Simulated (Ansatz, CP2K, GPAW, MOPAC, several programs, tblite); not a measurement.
**SnSe: cheap methods against density-functional theory**

Aim: run SnSe through methods of unlike cost and see what each gets, and at what price.

Method: no spin polarisation, static lattice; gaps from single points on the cell relaxed beforehand with r²SCAN+rVV10, in MOPAC, tblite, CP2K, GPAW, Ansatz (versions at each run).

**1. The starting structure**

Symmetry: I4/mmm, No. 139, tetragonal system. Conventional cell: a = 4.219 Å, b = 4.219 Å, c = 5.993 Å, α = 90.00°, β = 90.00°, γ = 90.00°. Sn (site symmetry 4/mmm) is surrounded by 6 Se at 2.98 to 3.00 Å. Se (site symmetry 4/mmm) is surrounded by 6 Sn at 2.98 to 3.00 Å.

Coordinates:

```
Sn Se
1.0
     4.21934    0.00000    0.00000
     0.00000    4.21934    0.00000
     0.00000    0.00000    5.99303
Sn Se
2 2
Direct
  0.50000 0.00000 0.25009
  0.00000 0.50000 0.74991
  0.50000 0.00000 0.74990
  0.00000 0.50000 0.25010
```

The structure type (database structure) is imposed and need not be the compound's stable one.

**Question.** The methods are PM6, PM7, GFN1-xTB (tblite), GFN2-xTB (tblite), PBE/DZVP, PBE/single-zeta, PBE/SZV, coarse PBE, GLLB-SC, PBE, r2SCAN. What gap does r2SCAN give on this cell, and which other methods (full PBE left aside) come nearest to r2SCAN and farthest in gap?

```
                                      quantity                               value
                                        r2SCAN                         gap 0.12 eV
gap: nearest and farthest of the other methods  PBE/SZV (-0.05 eV), PM7 (+3.39 eV)
```

What this shows: For the gap, of the 9 methods compared (full PBE left aside), PBE/SZV comes nearest to r2SCAN and PM7 is farthest. A minimal basis or a coarse cutoff and mesh shifts results by its own error, so closeness to r2SCAN can be chance. Cluster runs see only the k-points that fold onto the zone centre, so their gaps can miss the band edges. GLLB-SC is compared with its derivative discontinuity added. No r2SCAN modulus is at hand, so moduli aren't ranked. Overlaps count as a gap of zero in the misses; they are GLLB-SC -1.35 eV. CPU times run from 1 s (PM7) to 28 s (GLLB-SC). On this cell GLLB-SC cost more than r2SCAN itself (20 s), so it is no saving here. GLLB-SC disagrees with r2SCAN even on whether there is a gap. r2SCAN is a yardstick, not the truth: it usually gives gaps below the measured ones. Spin-orbit coupling is left out throughout, and with elements this heavy it can close so small a gap.
